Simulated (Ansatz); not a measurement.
**Convergence test, ScAl₂**

The calculation used Ansatz, DFT PBEsol, scalar-relativistic, plane waves, PAW.

```xyz
6
Lattice="0.0000 3.7777 3.7777 3.7777 0.0000 3.7777 3.7777 3.7777 0.0000" Properties=species:S:1:pos:R:3 pbc="T T T"
Sc    3.7777    3.7777    3.7777
Sc    5.6665    5.6665    5.6665
Al    0.9444    0.9444    0.9444
Al    0.9444    2.8332    2.8332
Al    2.8332    0.9444    2.8332
Al    2.8332    2.8332    0.9444
```

```
plane-wave cutoff : 420 eV
occupation rule   : Gaussian smearing, 0.1 eV
spin treatment    : unpolarised
```

The atoms are held and the half-step-shifted k-point mesh is swept. Energies are extrapolated to zero smearing and count from the reference run, 8×8×8 Γ-centred mesh, Gaussian smearing 0.1 eV. The cell isn't necessarily relaxed at this level. Pressure is positive in compression. The shift lowers the symmetry that the mesh keeps.

```json
{"shifted mesh": "2×2×2", "ΔE (meV/atom)": "-15.6", "P (GPa)": "-1.14", "largest change of a force component (eV/Å)": "0.043", "irreducible points": "2"}
{"shifted mesh": "4×4×4", "ΔE (meV/atom)": "1.35", "P (GPa)": "-1.04", "largest change of a force component (eV/Å)": "0.009", "irreducible points": "10"}
{"shifted mesh": "6×6×6", "ΔE (meV/atom)": "-3.14", "P (GPa)": "-1.02", "largest change of a force component (eV/Å)": "0.024", "irreducible points": "28"}
```

Cost: 3 runs of about 0.29 core-minutes in all, on Intel Xeon Processor @ 2.50GHz (Skylake/Cascade Lake) (shared hosts).